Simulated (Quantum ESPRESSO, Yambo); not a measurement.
# Quasiparticle gap of ZnSe (Stilleite) in Yambo, part 2 of 3

Aim: the G0W0 gap of ZnSe (Stilleite) on PBE with spin-orbit coupling, step by step.

Quantum ESPRESSO 7.5 and Yambo 5.3.0; PBE and many-body steps on it, plane waves. Known limits of the many-body steps: not at the basis limit; coarse k mesh.

So far. Step 2 (Ground state): The gap is direct, at Γ. Step 3 (Bands along the symmetry lines): The gap is 1.167 eV, as in the run before at this level.

### 4. Empty states on the mesh, 4×4×4 mesh, 376 bands

Level of this step: DFT, PBE with spin-orbit coupling, plane waves, norm-conserving pseudopotentials (Quantum ESPRESSO).

The sums over transitions need many empty states on a uniform mesh; this step solves for them.

The input, pw.in:

```
&control
  calculation = 'nscf'
  prefix = 'x'
  outdir = 'o'
  pseudo_dir = 'pseudo'
/
&system
  ibrav = 0
  nat = 2
  ntyp = 2
  ecutwfc = 104.0
  nbnd = 376
  force_symmorphic = .true.
  noncolin = .true.
  lspinorb = .true.
/
&electrons
  conv_thr = 1e-9
  electron_maxstep = 80
  diago_full_acc = .true.
  diago_thr_init = 5e-6
/
ATOMIC_SPECIES
  Zn 65.38 Zn.upf
  Se 78.971 Se.upf
CELL_PARAMETERS angstrom
  -0.0000000000 2.8338000000 2.8338000000
  2.8338000000 0.0000000000 2.8338000000
  2.8338000000 2.8338000000 -0.0000000000
ATOMIC_POSITIONS crystal
  Zn 0.0000000000 0.0000000000 0.0000000000
  Se 0.2500000000 0.2500000000 0.2500000000
K_POINTS automatic
  4 4 4 0 0 0
```

Command:

```sh
$ OMP_NUM_THREADS=1 mpirun -n 4 pw.x -nk 4 -in pw.in > pw.out
```

What it wrote:

```text
[banner, memory and clock lines left out]
Program PWSCF v.7.5 starts

     Atomic positions and unit cell read from directory:
     o/x.save/

     Message from routine setup:
     using ibrav=0 with symmetry is DISCOURAGED, use correct ibrav instead

     G-vector sticks info

     bravais-lattice index     =            0
     lattice parameter (alat)  =       7.5733  a.u.
     unit-cell volume          =     307.1384 (a.u.)^3
     number of atoms/cell      =            2
     number of atomic types    =            2
     number of electrons       =        44.00
     number of Kohn-Sham states=          376
     kinetic-energy cutoff     =     104.0000  Ry
     charge density cutoff     =     416.0000  Ry
     Exchange-correlation= PBE
                           (   1   4   3   4   0   0   0)
     Non magnetic calculation with spin-orbit

     celldm(1)=   7.573263  celldm(2)=   0.000000  celldm(3)=   0.000000
     celldm(4)=   0.000000  celldm(5)=   0.000000  celldm(6)=   0.000000

     crystal axes: (cart. coord. in units of alat)
               a(1) = (  -0.000000   0.707107   0.707107 )
               a(2) = (   0.707107   0.000000   0.707107 )
               a(3) = (   0.707107   0.707107  -0.000000 )

     reciprocal axes: (cart. coord. in units 2 pi/alat)
               b(1) = ( -0.707107  0.707107  0.707107 )
               b(2) = (  0.707107 -0.707107  0.707107 )
               b(3) = (  0.707107  0.707107 -0.707107 )
     Pseudo is Norm-conserving + core correction, Zval = 20.0
     Generated using ONCVPSP code by D. R. Hamann
     Using radial grid of 1326 points, 10 beta functions with:
     Pseudo is Norm-conserving + core correction, Zval = 24.0
     Generated using ONCVPSP code by D. R. Hamann
     Using radial grid of 1214 points, 10 beta functions with:
     Zn               20.00    65.38000     Zn( 1.00)
     Se               24.00    78.97100     Se( 1.00)

     24 Sym. Ops. (no inversion) found

   Cartesian axes

     site n.     atom                  positions (alat units)
         1        Zn     tau(   1) = (   0.0000000   0.0000000   0.0000000  )
         2        Se     tau(   2) = (   0.3535534   0.3535534   0.3535534  )

     number of k points=     8
                       cart. coord. in units 2pi/alat
        k(    1) = (   0.0000000   0.0000000   0.0000000), wk =   0.0156250
        k(    2) = (   0.1767767   0.1767767  -0.1767767), wk =   0.1250000
        k(    3) = (  -0.3535534  -0.3535534   0.3535534), wk =   0.0625000
[...]
k(    7) = (  -0.7071068   0.0000000   0.0000000), wk =   0.0468750
        k(    8) = (  -0.7071068   0.3535534   0.0000000), wk =   0.0937500

     Dense  grid:    44039 G-vectors     FFT dimensions: (  50,  50,  50)

     The potential is recalculated from file :
     o/x.save/charge-density

     Starting wfcs are   46 randomized atomic wfcs +  330 random wfcs

     Band Structure Calculation

     End of band structure calculation

          k = 0.0000 0.0000 0.0000 (  5577 PWs)   bands (ev):

  -198.3538-198.3538-141.8272-141.8272-135.9557-135.9557-135.9557-135.9557
  -116.4246-116.4246 -72.6619 -72.6619 -69.5972 -69.5972 -69.5972 -69.5972
   -38.6027 -38.6027 -38.6027 -38.6027 -37.7107 -37.7107 -37.7082 -37.7082
   -37.7082 -37.7082  -4.4714  -4.4714   2.1277   2.1277   2.1277   2.1277
     2.3488   2.3488   2.6647   2.6647   2.6647   2.6647   8.5285   8.5285
[...]
[... 35 further rows ...]
[...]
k = 0.1768 0.1768-0.1768 (  5492 PWs)   bands (ev):

  -198.3538-198.3538-141.8272-141.8272-135.9557-135.9557-135.9557-135.9557
  -116.4246-116.4246 -72.6620 -72.6620 -69.5972 -69.5972 -69.5972 -69.5972
[...]
[... 35 further rows ...]
[...]
k =-0.3536-0.3536 0.3536 (  5480 PWs)   bands (ev):

  -198.3538-198.3538-141.8272-141.8272-135.9557-135.9557-135.9557-135.9557
  -116.4246-116.4246 -72.6620 -72.6620 -69.5972 -69.5972 -69.5972 -69.5972
[...]
[... 35 further rows ...]
   134.7672 134.7672 134.8238 134.8238 135.1199 135.1199 135.1563 135.1563
   136.3298 136.3298 138.3838 138.3838 140.1735 140.1735 140.3473 140.3473

          k = 0.3536 0.0000 0.0000 (  5457 PWs)   bands (ev):

     [... further k-points ...]

     highest occupied, lowest unoccupied level (ev):     8.9102   10.0771

     XML data file, pseudopotentials, collected wavefunctions
```

Wall time 55 s (4 MPI ranks of Intel Xeon 6975P-C (Granite Rapids), shared host); peak memory 1.7 GiB; 3.7 min of CPU time.

This step gave:

```yaml
gap: 1.167 eV
k_of_the_valence_top: 0, 0, 0
k_of_the_conduction_bottom: 0, 0, 0
least_direct_gap: 1.167 eV
k_points_computed: 8
lowest_point_of_the_top_converged_band_above_the_valence_top: 128.5471 eV
```

On this mesh the gap is 1.167 eV.

### 5. Conversion and set-up

This step: Yambo 5.3.0; conversion and set-up on PBE with spin-orbit coupling, plane waves, norm-conserving pseudopotentials.

The states are converted to the many-body program's format and the q mesh is built.

Command:

```sh
$ (cd o/x.save; p2y > p2y.log; mv SAVE ../..); yambo > setup.log
```

What it wrote:

```text
 Yambo, version 5.3.0

 [02] CORE Variables Setup
 =========================

  [02.01] Unit cells
  ==================

  Cell kind             :  FCC
  Atoms in the cell     :  Zn  Se
  number of Zn atoms    :  1
  number of Se atoms    :  1

  List of atomic masses
  Mass of Zn    :  65.38000
  Mass of Se    :  78.97100

  List of atomic coordinates    : [cc]
  Zn1       :  0.000000  0.000000  0.000000  order 1
  Se1       :  2.677553  2.677553  2.677553  order 2

  Alat factors          :  5.355106  5.355106  5.355106 [a.u.]
  Direct lattice volume :  307.1384 [a.u.]
  Direct lattice vectors:  A[ 1 ]  A[ 2 ]  A[ 3 ]
   A[ 1 ]: -0.000000  1.000000  1.000000  [iru]
  -0.000000  5.355106  5.355106  [cc]
   A[ 2 ]:  1.000000  0.000000  1.000000  [iru]
   5.355106  0.000000  5.355106  [cc]
   A[ 3 ]:  1.000000  1.000000 -0.000000  [iru]
   5.355106  5.355106 -0.000000  [cc]

  Recip. lattice volume :  0.807617 [a.u.]
  Recip. lattice vectors:  B[ 1 ]  B[ 2 ]  B[ 3 ]
   B[ 1 ]: -0.500000  0.500000  0.500000  [iku]
  -0.586654  0.586654  0.586654  [cc]
   B[ 2 ]:  0.500000 -0.500000  0.500000  [iku]
   0.586654 -0.586654  0.586654  [cc]
   B[ 3 ]:  0.500000  0.500000 -0.500000  [iku]
   0.586654  0.586654 -0.586654  [cc]

  [02.02] Symmetries
  ==================

  Inversion symmetry    : yes
  Spatial inversion     : no
  Inversion index       :  25
  K-space Time-reversal : yes
  Magnetic symmetries   : no
  Time-reversal derived K-space symmetries:   25   48
  Group table correct   : yes
  Symmetries units      :  [cc]

   [S  1]:   1.0000      0.12943E-16  0.12943E-16  0.12943E-16   1.0000     -0.12943E-16 -0.12943E-16 -0.12943E-16   1.0000
   [S  2]:  -1.0000     -0.12943E-16  0.12943E-16 -0.12943E-16  -1.0000     -0.12943E-16  0.12943E-16  0.12943E-16   1.0000
   [S  3]:  -1.0000      0.12943E-16 -0.12943E-16 -0.12943E-16   1.0000      0.12943E-16  0.12943E-16 -0.12943E-16  -1.0000
[...]
[S  9]:  0.12943E-16   1.0000      0.12943E-16 -0.12943E-16  0.12943E-16   1.0000       1.0000     -0.12943E-16 -0.12943E-16
   [S 10]:  0.12943E-16  -1.0000     -0.12943E-16 -0.12943E-16 -0.12943E-16  -1.0000       1.0000      0.12943E-16  0.12943E-16
     [... 36 further rows ...]
   [S*47]:   1.0000      0.12943E-16 -0.12943E-16  0.12943E-16 -0.12943E-16  -1.0000     -0.12943E-16   1.0000      0.12943E-16
   [S*48]:   1.0000     -0.12943E-16  0.12943E-16  0.12943E-16  0.12943E-16   1.0000     -0.12943E-16  -1.0000     -0.12943E-16

  [02.03] Reciprocal space
  ========================

  nG shells         :   406
  nG charge         :   44039
  nG WFs            :   6589
  nC WFs            :   5577
  G-vecs. in first 40 shells:  [ Number ]
     1    9   15   27   51   59   65   89  113
    137   169   181   229   259   283   307   331   339
    387   411   459   531   537   561   609   645   701
[...]
1139  1211  1243  1291
  ...
[...]
K/Q-points units:
  rlu = crystal or reduced units; cc = cartesian coordinates; iku = interal k-units

  K [1]          [rlu]:  0.000000  0.000000  0.000000
         WF components:   5577
  K [2]          [rlu]:  0.33641E-17  0.33641E-17  0.25000
         WF components:   5492
  K [3]          [rlu]: -0.67283E-17 -0.67283E-17 -0.50000
         WF components:   5480
  K [4]          [rlu]:  0.60307E-17  0.25000      0.25000
         WF components:   5457
  K [5]          [rlu]: -0.10092E-16  0.25000     -0.50000
         WF components:   5486
  [... 2 further k-points ...]
  K [8]          [rlu]:  0.250000 -0.500000 -0.250000
         WF components:   5520

  [02.05] Energies & Occupations
  ==============================

  [X] === General ===
  [X] Electronic Temperature                        :  0.000000  0.000000 [eV K]
  [X] Bosonic    Temperature                        :  0.000000  0.000000 [eV K]
  [X] Finite Temperature mode                       : no
  [X] El. density                                   :  0.96675E+24 [cm-3]
  [X] Fermi Level                                   :  8.910218 [eV]

  [X] === Gaps and Widths ===
  [X] Conduction Band Min                           :  1.166894 [eV]
  [X] Valence Band Max                              :  0.000000 [eV]
  [X] Filled Bands                                  :   44
  [X] Empty Bands                                   :    45   376
  [X] Direct Gap                                    :  1.166894 [eV]
  [X] Direct Gap localized at k                     :  1
  [X] Indirect Gap                                  :  1.166894 [eV]
  [X] Indirect Gap between kpts                     :  1  1
  [X] Last valence band width                       :  2.753962 [eV]
  [X] 1st conduction band width                     :  4.094377 [eV]

  E @ K [1]:  [eV]
  -207.2640 -207.2640 -150.7374 -150.7374 -144.8659 -144.8659 -144.8659 -144.8659
  -125.3348 -125.3348  -81.5722  -81.5722  -78.5074  -78.5074  -78.5074  -78.5074
  -47.51288 -47.51288 -47.51288 -47.51288 -46.62092 -46.62092 -46.61838 -46.61838
[...]
occ @ K [1]
[...]
E @ K [2]:  [eV]
[...]
occ @ K [2]
[...]
E @ K [3]:  [eV]
[...]
occ @ K [3]
[...]
E @ K [4]:  [eV]
[...]
occ @ K [4]
[...]
E @ K [5]:  [eV]
[...]
occ @ K [5]
[...]
[... 2 further k-points ...]
  E @ K [8]:  [eV]
[...]
occ @ K [8]
[...]
0.000000  0.000000  0.000000  0.000000  0.000000  0.000000  0.000000  0.000000
   0.000000  0.000000  0.000000  0.000000  0.000000  0.000000  0.000000  0.000000

 [03] Transferred momenta grid and indexing
 ==========================================

 IBZ Q-points                                      :   8
 BZ  Q-points                                      :   64

 K/Q-points units:
 rlu = crystal or reduced units; cc = cartesian coordinates; iku = interal k-units

 Q [1]          [rlu]:  0.000000  0.000000  0.000000
 Q [2]          [rlu]:  0.33641E-17  0.33641E-17  0.25000
 Q [3]          [rlu]: -0.67283E-17 -0.67283E-17 -0.50000
[...]
Q [7]          [rlu]: -0.12061E-16 -0.50000     -0.50000
 Q [8]          [rlu]:  0.250000 -0.500000 -0.250000

  [03.01] X indexes
  =================

   [03.01.01] Sigma indexes
   ========================

 [06] Game Over & Game summary
```

It took 3.9 s on 1 MPI rank; peak memory 0.26 GiB.

(Part 2 of 3 ends here.)

[Paths, hosts, dates, memory and timing lines, banners, echoed tables and standing remarks are left out of the program output.]

[Logs are printed without paths, hosts, clocks, repeated set-up lines and the standing remarks that a program may print on its own settings, such as how far it seeks lower states.]

[Runs of the session that timed out or met a known fault of the program may be left out.]

[Hosts, paths, dates, database ids (printed as entryN), source tags and the programs' standing remarks are cut or masked in the printed files.]
